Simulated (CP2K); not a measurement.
Runs of CP2K 2026.2 on CdS. Symmetry: P3m1, No. 156, trigonal system. Conventional cell: a = 4.261 Å, b = 4.261 Å, c = 5.804 Å, α = 90.00°, β = 90.00°, γ = 120.00°. Around Cd (site symmetry 3m) lie 3 S at 2.46 Å. S (site symmetry 3m) is surrounded by 3 Cd at 2.46 Å. Measurements of this composition are mostly on another form, of space group No. 186.

```tsv
task	level	cell	smearing	NGRIDS	points a segment of the path (NPOINTS)	bands added on the path	cutoff radius of the dispersion sum (A)	gap on the mesh (eV)	pressure (GPa)
single point	PBE	as given	gaussian 0.02 eV	5	-	-	-	1.51	0.1
single point	PBE	as given	gaussian 0.1 eV	4	-	-	-	1.51	0.1
single point	PBE	as given	gaussian 0.05 eV	5	-	-	-	1.51	0.1
band structure	PBE+D3(BJ)	atoms moved at random, drawn with an rms of 0.15 Å	fermi-dirac 0.02 eV	5	10	4	20	(a)	-0.2
```

Alike in all rows: potentials or basis POTENTIAL_UZH Cd GTH-PBE-q12, S GTH-PBE-q6; TZVP-MOLOPT-PBE-GTH basis; no spin polarisation; k mesh 7 × 7 × 5.

**Question.** Estimate the missing entries.

**Answer.** (a) 1.35.

Caveats: the basis of atomic orbitals isn't converged, which shifts pressures, moduli and gaps; an odd mesh through Γ misses points on the zone boundary, where band edges often lie (some runs).

A k mesh can miss the band edges, and the runs leave out spin-orbit coupling on Cd.
